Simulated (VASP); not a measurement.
# Hf (P6/mmm) in VASP: further runs

The runs below take Hf through relaxation of cell and atoms, with PBEsol.

Program: VASP 6.6.1. These are calculated values, not measurements. Logs are shortened: lines on timing, memory, paths and dates and some standing lists are left out, and cuts for length are marked.

### Step 1. Starting point

The structure is hexagonal, space group P6/mmm (No. 191). The conventional cell has a = 4.962 Å, b = 4.962 Å, c = 3.086 Å, α = 90.00°, β = 90.00°, γ = 120.00°. Hf (site symmetry -6m2) has 11 Hf at 2.87 to 3.25 Å as nearest neighbours. Around Hf (site symmetry 6/mmm) lie 14 Hf at 3.09 to 3.25 Å.

This isn't the form of Hf at room conditions, which is hcp.

### Step 2. Relaxation of cell and atoms, PBEsol, target pressure 50 GPa, at which the enthalpy is minimised

Contents of INCAR:

```
SYSTEM = Hf
ALGO = Normal ; EDIFF = 1E-7
EDIFFG = -0.002 ; ENCUT = 520
GGA = PS ; IBRION = 2
ISIF = 3 ; ISMEAR = 0
KPAR = 4 ; LASPH = .TRUE.
LCHARG = .FALSE. ; LREAL = .FALSE.
LWAVE = .FALSE. ; NELM = 100
NSW = 80 ; PREC = Accurate
PSTRESS = 500.0 ; SIGMA = 0.1
```

Contents of KPOINTS:

```
k-points
0
G
  3 3 4
  0 0 0
```

Contents of POSCAR:

```
Hf
1.0
    4.9623295400      0.0000000000      0.0000000000
   -2.4811647700      4.2975034500      0.0000000000
    0.0000000000      0.0000000000      3.0862322500
Hf
3
Direct
    0.6666666700      0.3333333300      0.5000000000
    0.3333333300      0.6666666700      0.5000000000
    0.0000000000      0.0000000000      0.0000000000
```

Potentials or basis: VASP PAW PBE potentials, release 64 (Hf_pv).

On the command line:

```bash
> cat potpaw_PBE.64/Hf_pv/POTCAR > POTCAR
> mpirun -np 4 vasp_std > vasp.out
```

OUTCAR:

```text
SYSTEM = Hf
   EDIFF = 1E-7
   EDIFFG = -0.002
   ENCUT = 520
   GGA = PS
   IBRION = 2
   ISIF = 3
   ISMEAR = 0
   LASPH = .TRUE.
   LREAL = .FALSE.
   NELM = 100
   NSW = 80
   PREC = Accurate
   PSTRESS = 500.0

 ion  position               nearest neighbor table
   1  0.667  0.333  0.500-   2 2.87   2 2.87   2 2.87   3 3.25   3 3.25   3 3.25   3 3.25   3 3.25
                             3 3.25
   2  0.333  0.667  0.500-   1 2.87   1 2.87   1 2.87   3 3.25   3 3.25   3 3.25   3 3.25   3 3.25
                             3 3.25
   3  0.000  0.000  0.000-   1 3.25   2 3.25   1 3.25   2 3.25   1 3.25   1 3.25   2 3.25   2 3.25
                             1 3.25   1 3.25   2 3.25   2 3.25

  LATTYP: Found a hexagonal cell.
 ALAT       =     4.9623295400
 C/A-ratio  =     0.6219321440

  Lattice vectors:

 A1 = (   4.9623295400,   0.0000000000,   0.0000000000)
 A2 = (  -2.4811647700,   4.2975034500,   0.0000000000)
 A3 = (   0.0000000000,   0.0000000000,   3.0862322500)

Analysis of symmetry for initial positions (statically):
=====================================================================
 Subroutine PRICEL returns:
 Original cell was already a primitive cell.

 Routine SETGRP: Setting up the symmetry group for a
 hexagonal supercell.

 Subroutine GETGRP returns: Found 24 space group operations
 (whereof 24 operations were pure point group operations)
 out of a pool of 24 trial point group operations.

The static configuration has the point symmetry D_6h.

Analysis of symmetry for dynamics (positions and initial velocities):
=====================================================================
 Subroutine PRICEL returns:
 Original cell was already a primitive cell.

 Routine SETGRP: Setting up the symmetry group for a
 hexagonal supercell.

 Subroutine GETGRP returns: Found 24 space group operations
 (whereof 24 operations were pure point group operations)
 out of a pool of 24 trial point group operations.

The dynamic configuration has the point symmetry D_6h.

 Subroutine INISYM returns: Found 24 space group operations
 (whereof 24 operations are pure point group operations),
 and found     1 'primitive' translations

----------------------------------------------------------------------------------------

                                     Primitive cell

  volume of cell :      65.8158

  direct lattice vectors                    reciprocal lattice vectors
     4.962329540  0.000000000  0.000000000     0.201518257  0.116346620  0.000000000
    -2.481164770  4.297503450  0.000000000     0.000000000  0.232693240  0.000000000
     0.000000000  0.000000000  3.086232250     0.000000000  0.000000000  0.324019685

  length of vectors
     4.962329540  4.962329546  3.086232250     0.232693240  0.232693240  0.324019685

  position of ions in fractional coordinates (direct lattice)
     0.666666670  0.333333330  0.500000000
     0.333333330  0.666666670  0.500000000
     0.000000000  0.000000000  0.000000000

  ion indices of the primitive-cell ions
   primitive index   ion index
                 1           1
                 2           2
                 3           3

----------------------------------------------------------------------------------------

 KPOINTS: k-points

Automatic generation of k-mesh.
 Grid dimensions read from file:
 generate k-points for:    3    3    4

 Generating k-lattice:

  Cartesian coordinates                     Fractional coordinates (reciprocal lattice)
     0.067172752  0.038782207  0.000000000     0.333333333  0.000000000  0.000000000
     0.000000000  0.077564413  0.000000000     0.000000000  0.333333333  0.000000000
     0.000000000  0.000000000  0.081004921     0.000000000  0.000000000  0.250000000

  Length of vectors
     0.077564413  0.077564413  0.081004921

  Shift w.r.t. Gamma in fractional coordinates (k-lattice)
     0.000000000  0.000000000  0.000000000

 Subroutine IBZKPT returns following result:
 ===========================================

 Found      9 irreducible k-points:

 Following reciprocal coordinates:
            Coordinates               Weight
  0.000000  0.000000  0.000000      1.000000
  0.333333  0.000000  0.000000      6.000000
  0.333333  0.333333  0.000000      2.000000
  0.000000  0.000000  0.250000      2.000000
  0.333333  0.000000  0.250000     12.000000
  0.333333  0.333333  0.250000      4.000000
  0.000000  0.000000  0.500000      1.000000
  0.333333  0.000000  0.500000      6.000000
  0.333333  0.333333  0.500000      2.000000
   k-points           NKPTS =      9   k-points in BZ     NKDIM =      9   number of bands    NBANDS=     19
   number of dos      NEDOS =    301   number of ions     NIONS =      3
   total plane-waves  NPLWV =  38400
   dimension x,y,z NGX =    40 NGY =   40 NGZ =   24
   dimension x,y,z NGXF=    80 NGYF=   80 NGZF=   48
   ions per type =               3
   NGX,Y,Z   is equivalent  to a cutoff of  13.40, 13.40, 12.93 a.u.
   NGXF,Y,Z  is equivalent  to a cutoff of  26.80, 26.80, 25.86 a.u.
 SYSTEM =  Hf
   PREC   = accura    normal or accurate (medium, high low for compatibility)
   ISTART =      0    job   : 0-new  1-cont  2-samecut
   ICHARG =      2    charge: 1-file 2-atom 10-const
   ISPIN  =      1    spin polarized calculation?
   LNONCOLLINEAR =      F non collinear calculations
   LSORBIT =      F    spin-orbit coupling
   LASPH  =      T    aspherical Exc in radial PAW
   ENCUT  =  520.0 eV  38.22 Ry    6.18 a.u.   9.23  9.23  5.74*2*pi/ulx,y,z
   NELM   =    100;   NELMIN=  2; NELMDL= -5     # of ELM steps
   EDIFF  = 0.1E-06   stopping-criterion for ELM
   LREAL  =      F    real-space projection
   EDIFFG = -.2E-02   stopping-criterion for IOM
   NSW    =     80    number of steps for IOM
   IBRION =      2    ionic relax: 0-MD 1-quasi-New 2-CG
   NFREE  =      1    steps in history (QN), initial steepest desc. (CG)
   ISIF   =      3    stress and relaxation
   ISYM   =      2    0-nonsym 1-usesym 2-fastsym
   POTIM  = 0.5000    time-step for ionic-motion
   TEBEG  =    0.0;   TEEND  =   0.0 temperature during run
   PSTRESS=  500.0 pullay stress
   NELECT =      30.0000    total number of electrons
   NUPDOWN=      -1.0000    fix difference up-down
   EMIN   =  10.00;   EMAX   =-10.00  energy-range for DOS
   EFERMI =   0.00;   METHOD = LEGACY
   ISMEAR =     0;   SIGMA  =   0.10  broadening in eV -4-tet -1-fermi 0-gaus
   EFERMI_NEDOS =   21; number of points for ismear=-14 and -15
   IALGO  =     38    algorithm
   IMIX   =      4    mixing-type and parameters
     AMIX     =   0.40;   BMIX     =  1.00
     AMIX_MAG =   1.60;   BMIX_MAG =  1.00
  volume/ion in A,a.u.               =      21.94       148.05
  Fermi-wavevector in a.u.,A,eV,Ry     =   1.259907  2.380879 21.597416  1.587365
  Thomas-Fermi vector in A             =   2.393443
   LORBIT       =      0    0 simple, 1 ext, 2 COOP (PROOUT), +10 PAW based schemes
   GGA     = PS    functional components
   LHFCALC =     F    Hartree Fock is set to
   AEXX    =    0.0000 exact exchange contribution
   IVDW    =     0    specifies the selected vdW correction
   LEPSILON=     F    determine dielectric tensor
   LRPA    =     F    only Hartree local field effects (RPA)
 conjugate gradient relaxation of ions
 non-spin polarized calculation
 Gauss-broadening in eV      SIGMA  =   0.10
  energy-cutoff  :      520.00
  volume of cell :       65.82
 maximum number of plane-waves:      1776
 NGX is ok and might be reduce to    40
   NGX = 19   NGY = 19   NGZ = 11

--------------------------------------- Ionic step        1  -------------------------------------------

 number of electron      30.0000003 magnetization

 Free energy of the ion-electron system (eV)
  ---------------------------------------------------
  ext. energy  EPLUGINS =         0.00000000
  ---------------------------------------------------
  free energy    TOTEN  =       -31.49083034 eV

  energy without entropy =      -31.47837036  energy(sigma->0) =      -31.48460035

------------------------ aborting loop because EDIFF is reached ----------------------------------------

  FORCE on cell =-STRESS in cart. coord.  units (eV):
  Direction    XX          YY          ZZ          XY          YZ          ZX
  --------------------------------------------------------------------------------------
  -------------------------------------------------------------------------------------
  Total       -1.9349302     -1.9349302     -0.9805554      0.0000000      0.0000000      0.0000000
  in kB      -47.1026612    -47.1026614    -23.8699916      0.0000000      0.0000000      0.0000000
  external PRESSURE =    -539.3584381 kB  Pullay stress =     500.0000000 kB
[... 24 lines left out ...]
  enthalpy is  TOTEN    =       -10.9513305511 eV   P V=       20.5394997903

--------------------------------------- Ionic step        2  -------------------------------------------

 number of electron      30.0000000 magnetization

 E-fermi :  19.8663     XC(G=0): -19.0763

 val. band max:       19.6575880567   @ k =   0.3333   0.0000   0.2500
 cond. band min:      19.9129938845   @ k =   0.3333   0.3333   0.5000
 fundamental gap:      0.2554058278
 Fermi energy:        19.8663485754

 k-point     1 :       0.0000    0.0000    0.0000
  band No.  band energies     occupation
      1     -22.5843      2.00000
      2     -22.5843      2.00000
      3     -20.4020      2.00000
      4     -20.4020      2.00000
      5     -12.2006      2.00000
      6      -5.1615      2.00000
[... 11 lines left out ...]
     18      22.7734      0.00000
     19      22.7735      0.00000
[... 243 lines left out ...]
  FREE ENERGIE OF THE ION-ELECTRON SYSTEM (eV)
  ---------------------------------------------------
  free  energy   TOTEN  =       -31.3913797909 eV

  energy  without entropy=      -31.3777319531  energy(sigma->0) =      -31.38455587

  enthalpy is  TOTEN    =       -12.9329697516 eV   P V=       18.4584100393

[... ionic steps 4 to 8 ...]

--------------------------------------- Ionic step        9  -------------------------------------------

 number of electron      30.0000000 magnetization

------------------------ aborting loop because EDIFF is reached ----------------------------------------

  FORCE on cell =-STRESS in cart. coord.  units (eV):
  Direction    XX          YY          ZZ          XY          YZ          ZX
  --------------------------------------------------------------------------------------
  -------------------------------------------------------------------------------------
  Total       15.2173628     15.2173629     15.2141540      0.0000000     -0.0000000      0.0000000
  in kB      498.0656431    498.0656449    497.9606177      0.0000000     -0.0000000      0.0000000
  external PRESSURE =      -1.9693648 kB  Pullay stress =     500.0000000 kB
[... 63 lines left out ...]
  enthalpy is  TOTEN    =       -14.3940492292 eV   P V=       15.2422561037

--------------------------------------- Ionic step       11  -------------------------------------------

 number of electron      30.0000000 magnetization

 Free energy of the ion-electron system (eV)
  ---------------------------------------------------
  ext. energy  EPLUGINS =         0.00000000
  ---------------------------------------------------
  free energy    TOTEN  =       -29.65955387 eV

  energy without entropy =      -29.64589269  energy(sigma->0) =      -29.65272328

 E-fermi :   6.8328     XC(G=0): -12.9251

 val. band max:        6.8052209613   @ k =   0.3333   0.3333   0.0000
 cond. band min:       7.2389581245   @ k =   0.3333   0.0000   0.0000
 fundamental gap:      0.4337371632
 Fermi energy:         6.8327982040

 k-point     1 :       0.0000    0.0000    0.0000
  band No.  band energies     occupation
      1     -23.7544      2.00000
      2     -23.7544      2.00000
      3     -23.2819      2.00000
      4     -23.2819      2.00000
      5     -22.5220      2.00000
      6     -21.9547      2.00000
[... 11 lines left out ...]
     18       9.5294      0.00000
     19       9.5294      0.00000
[... 204 lines left out ...]
  FREE ENERGIE OF THE ION-ELECTRON SYSTEM (eV)
  ---------------------------------------------------
  free  energy   TOTEN  =       -29.6595538667 eV

  energy  without entropy=      -29.6458926896  energy(sigma->0) =      -29.65272328

  enthalpy is  TOTEN    =       -14.3941482258 eV   P V=       15.2654056410

 reached required accuracy - stopping structural energy minimisation
```

Run time: 1.7 min. Hardware: 4 MPI ranks of Intel Xeon Platinum 8259CL at 2.50GHz (Skylake/Cascade Lake), shared host; peak memory 0.2 GiB.

What came out:

```yaml
Free_energy: -29.6596 eV
Relaxed_volume: 16.31 Å³/atom
Relaxed_cell: a = 4.480 Å, b = 4.480 Å, c = 2.814 Å, α = 90.00°, β = 90.00°, γ = 120.00°
Space_group_after_relaxing_to_0.05_Å: P6/mmm (No. 191)
Energy_change_on_relaxing_the_enthalpy_is_what_falls: +610.4 meV/atom
Ionic_steps: 11
Pressure_after_relaxing: 50.0 GPa
Band_gap_on_the_k_mesh: none (metal or under the smearing width)
```

Step by step:
```tsv
step	energy change (eV)	largest force (eV/Å)	pressure (GPa)	volume (Å³)
1	0.0000	0.0000	-3.94	65.82
2	84.0862	0.0000	1905.26	17.55
3	0.0995	0.0000	9.76	59.15
4	0.4742	0.0000	21.49	55.22
5	2.0130	0.0000	53.26	48.36
6	1.8219	0.0000	49.78	48.95
7	1.8214	0.0000	49.84	48.95
8	1.8202	0.0000	49.80	48.95
9	1.8202	0.0000	49.80	48.95
10	1.8545	0.0000	50.43	48.84
11	1.8313	0.0000	50.01	48.92
```

Final structure:
```
Hf
1.0
     4.48012    0.00000    0.00000
    -2.24006    3.87990    0.00000
     0.00000    0.00000    2.81409
Hf
3
Direct
  0.66667 0.33333 0.50000
  0.33333 0.66667 0.50000
  0.00000 0.00000 0.00000
```

Levels at points of the mesh, in eV from the Fermi level:
| k point | band 12 | band 13 | band 14 | band 15 | band 16 | band 17 | band 18 | band 19 |
| --- | --- | --- | --- | --- | --- | --- | --- | --- |
| (0.00, 0.00, 0.00) | -0.51 | -0.28 | -0.28 | -0.21 | -0.21 | 1.46 | 2.70 | 2.70 |
| (0.00, 0.00, 0.50) | -2.93 | -2.70 | -2.70 | -1.61 | 1.82 | 1.82 | 3.01 | 3.01 |

Caveat: the k mesh is coarse (spacing up to 0.51 Å⁻¹), so the values aren't converged; the cell is relaxed towards a set pressure, so the enthalpy falls and the energy may rise; the volume moved by over 15 % at a fixed basis, so the end points are rough; the PAW data sets were made with another functional, which shifts forces and pressure a little.

[end of part 1 of 2]
